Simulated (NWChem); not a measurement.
# One shape, several levels: C3H8S (SMILES CCCS)

Wanted: a comparison of 6 runs (SVWN5/def2-SVP, TPSS/def2-SVP, BLYP/def2-SVP, PBE/def2-SVP, revPBE/def2-SVP, CCSD(T)/def2-SVP) of C3H8S. 

The calculation is run with NWChem 7.3.0.

## (1) The molecule

C3H8S: 12 atoms, total charge 0, spin state singlet. As SMILES, `CCCS`. The coordinates come from a PBE0-D4/def2-TZVP relaxation. This is one conformer, not always the lowest.

Bond lengths: C1–C2 1.517 Å, C2–C3 1.519 Å, C3–S4 1.814 Å, C1–H5 1.094 Å, C1–H6 1.092 Å, C1–H7 1.092 Å, C2–H8 1.097 Å, C2–H9 1.094 Å, C3–H10 1.092 Å, C3–H11 1.093 Å, S4–H12 1.342 Å. Some angles: C1–C2–C3 113.9°, C2–C3–S4 115.3°, C1–C2–H8 109.5°, C1–C2–H9 109.9°, C3–C2–H8 107.6°, C3–C2–H9 109.0°, C2–C1–H5 111.2°, C2–C1–H6 111.2°, C2–C1–H7 111.1°, C2–C3–H10 110.3°.

## (2) Energy and gradient at SVWN5/def2-SVP (run 1)

run.py

```python
from ase import Atoms
from ase.calculators.nwchem import NWChem

molecule = Atoms(['C', 'C', 'C', 'S', 'H', 'H', 'H', 'H', 'H', 'H', 'H', 'H'], positions=[
    [-1.283300, -0.379200, -0.272800],
    [0.045200, -0.724800, 0.373600],
    [1.180600, 0.206600, -0.015700],
    [1.010700, 1.918500, 0.559900],
    [-1.199600, -0.359800, -1.363700],
    [-1.640700, 0.599300, 0.056300],
    [-2.049500, -1.112000, -0.012100],
    [0.337600, -1.742000, 0.086700],
    [-0.058900, -0.723300, 1.462800],
    [2.117600, -0.129200, 0.434600],
    [1.332400, 0.212800, -1.097800],
    [0.025600, 2.287900, -0.272500],
])

calc = NWChem(
    label='c3h8s',
    theory='dft',
    memory='2200 mb',
    basis='def2-SVP',
    basispar='spherical bse',
    dft={'xc': 'slater vwn_5', 'mult': '1', 'grid': 'fine', 'convergence': 'energy 1e-08', 'iterations': '100', 'mulliken': None, 'print': 'low'},
)
molecule.calc = calc

forces = molecule.get_forces()
print("Total energy (eV):", round(molecule.get_potential_energy(), 6))
print("forces (eV/A):")
for s, f in zip(molecule.symbols, forces):
    print(f"{s:2s} {f[0]:10.5f} {f[1]:10.5f} {f[2]:10.5f}")
```

Launch:

```
export ASE_NWCHEM_COMMAND="nwchem PREFIX.nwi > PREFIX.nwo"
python run.py
```

The log of the run:

```text
Total energy (eV): -14003.006537
forces (eV/A):
C     0.71975   -0.22831    0.33162
C    -0.12290    0.66489   -0.60503
C    -0.77071    0.08356    0.41991
S     0.40798   -0.09894    0.44557
H     0.04222    0.01286   -0.60843
H    -0.16126    0.60585    0.20692
H    -0.44768   -0.38813    0.13539
H     0.16337   -0.56019   -0.14650
H    -0.03708    0.01270    0.63100
H     0.55068   -0.17864    0.24672
H     0.10120   -0.03245   -0.66463
H    -0.44552    0.10680   -0.39261
```

The calculator wrote c3h8s.nwi:

```
title "c3h8s"

permanent_dir c3h8s

scratch_dir c3h8s

start c3h8s

geometry units angstrom nocenter noautosym noautoz
  C  -1.2833000000000001e+00 -3.7919999999999998e-01 -2.7279999999999999e-01
  C  4.5199999999999997e-02 -7.2480000000000000e-01 3.7359999999999999e-01
  C  1.1806000000000001e+00 2.0660000000000001e-01 -1.5699999999999999e-02
  S  1.0106999999999999e+00 1.9185000000000001e+00 5.5989999999999995e-01
  H  -1.1996000000000000e+00 -3.5980000000000001e-01 -1.3636999999999999e+00
  H  -1.6407000000000000e+00 5.9930000000000005e-01 5.6300000000000003e-02
  H  -2.0495000000000001e+00 -1.1120000000000001e+00 -1.2100000000000000e-02
  H  3.3760000000000001e-01 -1.7420000000000000e+00 8.6699999999999999e-02
  H  -5.8900000000000001e-02 -7.2330000000000005e-01 1.4628000000000001e+00
  H  2.1175999999999999e+00 -1.2920000000000001e-01 4.3459999999999999e-01
  H  1.3324000000000000e+00 2.1279999999999999e-01 -1.0978000000000001e+00
  H  2.5600000000000001e-02 2.2879000000000000e+00 -2.7250000000000002e-01
end

memory 2200 mb

basis spherical bse noprint
   * library def2-SVP
end

dft
  xc slater vwn_5
  mult 1
  grid fine
  convergence energy 1e-08
  iterations 100
  mulliken
  print low
end

task dft gradient
```

c3h8s.nwo:

```text
Northwest Computational Chemistry Package (NWChem) 7.3.0
             --------------------------------------------------------

           Job information
           ---------------

    nwchem branch   = 7.3.0
    use scalapack   = T
    input           = c3h8s.nwi
    prefix          = c3h8s.
    data base       = c3h8s/c3h8s.db
    status          = startup
    nproc           =        1

           Memory information
           ------------------

[... 5 lines left out ...]
    hardfail = no
[... 38 lines left out ...]
            Nuclear Dipole moment (a.u.)
[... 96 lines left out ...]
         Total DFT energy =     -514.601002853206
[... 1 line left out ...]
           Coulomb energy =      400.900587887627
[... 1 line left out ...]
 Nuclear repulsion energy =      167.166519817107
[... 29 lines left out ...]
                         DFT ENERGY GRADIENTS

    atom               coordinates                        gradient
                 x          y          z           x          y          z
   1 C      -2.425085  -0.716584  -0.515517   -0.013997   0.004440  -0.006449
   2 C       0.085416  -1.369673   0.706002    0.002390  -0.012930   0.011766
   3 C       2.231011   0.390417  -0.029669    0.014988  -0.001625  -0.008166
[... 8 lines of this table left out ...]
  12 H       0.048377   4.323504  -0.514950    0.008664  -0.002077   0.007635

 Task  times  cpu:       15.4s     wall:       15.4s
 Total times  cpu:       15.4s     wall:       15.4s
```

Run time: 17 s. Hardware: 1 thread of INTEL XEON PLATINUM 8581C at 2.10GHz (Emerald Rapids), shared host; peak memory 0.13 GiB.

## (3) Energy and forces at TPSS/def2-SVP (run 2)

c3h8s.nw

```
start c3h8s
title "C3H8S TPSS"
memory total 2200 mb

geometry units angstroms noautosym nocenter noautoz
   C       -1.283300      -0.379200      -0.272800
   C        0.045200      -0.724800       0.373600
   C        1.180600       0.206600      -0.015700
   S        1.010700       1.918500       0.559900
   H       -1.199600      -0.359800      -1.363700
   H       -1.640700       0.599300       0.056300
   H       -2.049500      -1.112000      -0.012100
   H        0.337600      -1.742000       0.086700
   H       -0.058900      -0.723300       1.462800
   H        2.117600      -0.129200       0.434600
   H        1.332400       0.212800      -1.097800
   H        0.025600       2.287900      -0.272500
end

basis "ao basis" spherical bse
   C library def2-SVP
   S library def2-SVP
   H library def2-SVP
end

dft
   xc xtpss03 ctpss03
   grid fine
   convergence energy 1e-08
   maxiter 100
   mulliken
   print low
end

task dft gradient
```

Launch:

```
nwchem c3h8s.nw > c3h8s.out
```

The log of the run:

```text
[...]
 d= 0,ls=0.0,diis     1   -517.1201474473 -6.84D+02  7.31D-03  3.15D-01     3.1
[...]
 d= 0,ls=0.0,diis    10   -517.1623576591 -5.21D-10  1.26D-07  1.01D-10    26.5
         Total DFT energy =     -517.162357659054
      One electron energy =    -1040.310488800736
           Coulomb energy =      400.995756885340
    Exchange-Corr. energy =      -45.014145560766
 Nuclear repulsion energy =      167.166519817107
[...]
                         DFT ENERGY GRADIENTS
    atom               coordinates                        gradient
                 x          y          z           x          y          z
   1 C      -2.425085  -0.716584  -0.515517    0.000832   0.001064   0.000049
   2 C       0.085416  -1.369673   0.706002    0.000771   0.000486   0.000566
   3 C       2.231011   0.390417  -0.029669   -0.000409   0.002605   0.000526
   4 S       1.909946   3.625439   1.058058   -0.004835  -0.009709  -0.008467
   5 H      -2.266915  -0.679923  -2.577019   -0.000293  -0.000089   0.007862
   6 H      -3.100473   1.132513   0.106392    0.002481  -0.007316  -0.002426
   7 H      -3.872993  -2.101375  -0.022866    0.005856   0.005321  -0.001881
   8 H       0.637971  -3.291903   0.163839   -0.002014   0.007157   0.001952
   9 H      -0.111305  -1.366839   2.764291    0.000614   0.000169  -0.007758
  10 H       4.001684  -0.244153   0.821275   -0.006660   0.002043  -0.003092
  11 H       2.517871   0.402134  -2.074541   -0.001492   0.000315   0.008100
[...]
```

It took 33 s on 1 thread of INTEL XEON PLATINUM 8581C at 2.10GHz (Emerald Rapids), shared host; peak memory 0.13 GiB.

Runs 3 to 4 aren't shown in full; the table further down has their settings and results.

## (4) Energy and forces at revPBE/def2-SVP (run 5)

c3h8s.nw

```
start c3h8s
title "C3H8S gradient"
memory total 2200 mb

geometry noautosym nocenter noautoz
  C     -1.283300    -0.379200    -0.272800
  C      0.045200    -0.724800     0.373600
  C      1.180600     0.206600    -0.015700
  S      1.010700     1.918500     0.559900
  H     -1.199600    -0.359800    -1.363700
  H     -1.640700     0.599300     0.056300
  H     -2.049500    -1.112000    -0.012100
  H      0.337600    -1.742000     0.086700
  H     -0.058900    -0.723300     1.462800
  H      2.117600    -0.129200     0.434600
  H      1.332400     0.212800    -1.097800
  H      0.025600     2.287900    -0.272500
end

basis "ao basis" spherical bse
  * library def2-SVP
end

dft
  xc revpbe cpbe96
  grid fine
  convergence energy 1e-08
  maxiter 100
  mulliken
  noprint "final vectors analysis"
end

task dft gradient
```

Launch:

```
nwchem c3h8s.nw > c3h8s.out
```

The log of the run:

```text
[...]
          Wavefunction type:  closed shell.
          No. of atoms     :    12
          No. of electrons :    42
[...]
          Charge           :     0
          Spin multiplicity:     1
[...]
          AO basis - number of functions:   100
[...]
              XC Information
              --------------
                        RevPBE Exchange Functional  1.000
            Perdew 1991 LDA Correlation Functional  1.000 local
           PerdewBurkeErnz. Correlation Functional  1.000 non-local
[...]
 d= 0,ls=0.0,diis     1   -516.9610385788 -6.84D+02  7.87D-03  3.51D-01     2.8
[...]
 d= 0,ls=0.0,diis    10   -517.0007281500 -1.02D-09  1.62D-07  2.29D-10    23.6
         Total DFT energy =     -517.000728149997
      One electron energy =    -1040.351227030879
           Coulomb energy =      401.020422811987
    Exchange-Corr. energy =      -44.836443748213
 Nuclear repulsion energy =      167.166519817107
[...]
      Total Density - Mulliken Population Analysis
     ---------------------------------------------
    Atom       Charge   Shell Charges
 -----------   ------   -------------------------------------------------------
    1 C    6     6.02   1.98  0.91  0.11  2.13  0.85  0.03
    2 C    6     5.99   1.98  0.92  0.10  2.12  0.82  0.03
    3 C    6     6.13   1.99  0.93  0.19  2.09  0.90  0.04
    4 S   16    16.11   2.00  1.98  1.24  0.63  5.92  1.83  2.43  0.06
    5 H    1     0.99   0.75  0.21  0.02
    6 H    1     0.99   0.75  0.21  0.02
    7 H    1     0.98   0.75  0.21  0.02
    8 H    1     0.99   0.76  0.21  0.02
    9 H    1     0.98   0.75  0.20  0.02
   10 H    1     0.94   0.75  0.17  0.02
[...]
  wavefunction    = closed shell
[...]
```

Wall time 28 s (1 thread of INTEL XEON PLATINUM 8581C at 2.10GHz (Emerald Rapids), shared host); peak memory 0.13 GiB.

## (5) The energy at CCSD(T)/def2-SVP (run 6)

c3h8s.xyz

```xyz
12
C3H8S energy
C     -1.283300    -0.379200    -0.272800
C      0.045200    -0.724800     0.373600
C      1.180600     0.206600    -0.015700
S      1.010700     1.918500     0.559900
H     -1.199600    -0.359800    -1.363700
H     -1.640700     0.599300     0.056300
H     -2.049500    -1.112000    -0.012100
H      0.337600    -1.742000     0.086700
H     -0.058900    -0.723300     1.462800
H      2.117600    -0.129200     0.434600
H      1.332400     0.212800    -1.097800
H      0.025600     2.287900    -0.272500
```

c3h8s.nw

```
start c3h8s
title "C3H8S energy"
memory stack 880 mb heap 220 mb global 1100 mb
geometry units angstrom noautosym nocenter noautoz
 load c3h8s.xyz
end
basis spherical bse
 * library def2-SVP
end
scf
 thresh 1e-08
 maxiter 80
 noprint "final vectors analysis"
end
ccsd
 freeze core 8
 maxiter 60
end
task ccsd(t)
```

Launch:

```
nwchem c3h8s.nw > c3h8s.out
```

The log of the run:

```text
[...]
  functions       =   100
[...]
  wavefunction    = RHF
[...]
         Total SCF energy =   -515.581523115204
      One-electron energy =  -1039.797848354074
      Two-electron energy =    357.049805421763
 Nuclear repulsion energy =    167.166519817107
        Time for solution =     12.3s
[...]
 Total MP2 energy:           -516.153177389348798
[...]
             energy      energy      error      ampl     ampl      Block
                                                time     time      time
[...]
 Total CCSD energy:           -516.212519569093047
[...]
 Total CCSD+T(CCSD) energy:           -516.231123106433529
[...]
 Total CCSD(T) energy:                -516.230719374241062
[...]
```

It took 2.9 min on 1 thread of INTEL XEON PLATINUM 8581C at 2.10GHz (Emerald Rapids), shared host; peak memory 0.35 GiB.

## (6) Overview of the runs

```
run             level      task  integration grid  energy (Eh)  largest force (eV/Å)  wall time
  1    SVWN5/def2-SVP  gradient              fine  -514.601003                 0.907       17 s
  2     TPSS/def2-SVP  gradient              fine  -517.162358                 0.708       33 s
  3     BLYP/def2-SVP  gradient              fine  -517.018522                 1.047       28 s
  4      PBE/def2-SVP  gradient              fine  -516.764193                 0.756       24 s
  5   revPBE/def2-SVP  gradient              fine  -517.000728                 0.884       28 s
  6  CCSD(T)/def2-SVP    energy                 –  -516.230719                     –    2.9 min
```

## (7) Summary of results

```
                                          quantity          value
                               run 6: total energy  -516.23072 Eh
run 6: correlation energy (8 core orbitals frozen)     -649.2 mEh
                             run 6: (T) correction     -18.20 mEh
```

In words: Over runs 3, 4, 5 the dipole moment (its size) runs from 1.41 D (BLYP/def2-SVP) to 1.54 D (revPBE/def2-SVP). Totals of different functionals can't be ranked against each other. All runs together took 5 min, the longest 2.9 min.
